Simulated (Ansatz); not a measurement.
# Ti2C: the cost of one run

Computed with Ansatz 0.2.0 (DFT PBEsol, scalar-relativistic, plane waves, PAW, unless a step's input says otherwise).

2 further runs of the same task are left out: 2 set aside as unsound or not needed.

### Step 1. The starting structure

It takes space group R-3m (No. 166, trigonal). Conventional cell: a = 3.053 Å, b = 3.053 Å, c = 14.318 Å, α = 90.00°, β = 90.00°, γ = 120.00°. Ti (site symmetry 3m) is surrounded by 3 C at 2.10 Å. Around C (site symmetry -3m) lie 6 Ti at 2.10 Å.

Coordinates:

```xyz
9
Lattice="3.0528 0.0000 0.0000 -1.5264 2.6438 0.0000 0.0000 0.0000 14.3177" Properties=species:S:1:pos:R:3 pbc="T T T"
Ti    0.0000    1.7625   13.0647
Ti    0.0000    0.0000   10.7982
Ti    0.0000    0.0000    3.5195
Ti    1.5264    0.8813    1.2530
Ti    1.5264    0.8813    8.2921
Ti    0.0000    1.7625    6.0256
C     1.5264    0.8813   11.9314
C     0.0000    1.7625    2.3863
C     0.0000    0.0000    7.1589
```

It goes back to an entry of the Materials Project, which need not be the stable form.

The unstrained cell was computed beforehand with the same settings: E(σ→0) = -15589.8100 eV for 9 atoms, gap none (metal).

### Step 2. At -1.0 %

Contents of input.yaml:

```yaml
crystal:
  lattice:
    - [3.052792243, 0.0, 0.0]
    - [-1.5263961215, 2.643795635, 0.0]
    - [0.0, 0.0, 14.1745409726]
  atoms:
    - { symbol: Ti, position: [0.3333333333, 0.6666666667, 0.9124844636] }
    - { symbol: Ti, position: [0.0, 0.0, 0.7541822031] }
    - { symbol: Ti, position: [0.0, 0.0, 0.2458177969] }
    - { symbol: Ti, position: [0.6666666667, 0.3333333333, 0.0875155364] }
    - { symbol: Ti, position: [0.6666666667, 0.3333333333, 0.5791511303] }
    - { symbol: Ti, position: [0.3333333333, 0.6666666667, 0.4208488697] }
    - { symbol: C, position: [0.6666666667, 0.3333333333, 0.8333333333] }
    - { symbol: C, position: [0.3333333333, 0.6666666667, 0.1666666667] }
    - { symbol: C, position: [0.0, 0.0, 0.5] }
basis:
  ecutwfc: 420
kpoints:
  mp_grid: { grid: [15, 15, 4] }
hamiltonian:
  xc: pbesol
scf:
  occupations: { method: gaussian, width: 0.1 }
output:
  forces: true
  stress: true
  eigenvalues: true
relax:
  adjacent_minimum: "off"
  f_tol: 0.008
  max_steps: 40
```

**Question.** How long does this run take on 1 thread of an Arm CPU, shared host, and how much memory does it need?

About 84 s, with a peak of 0.65 GiB.
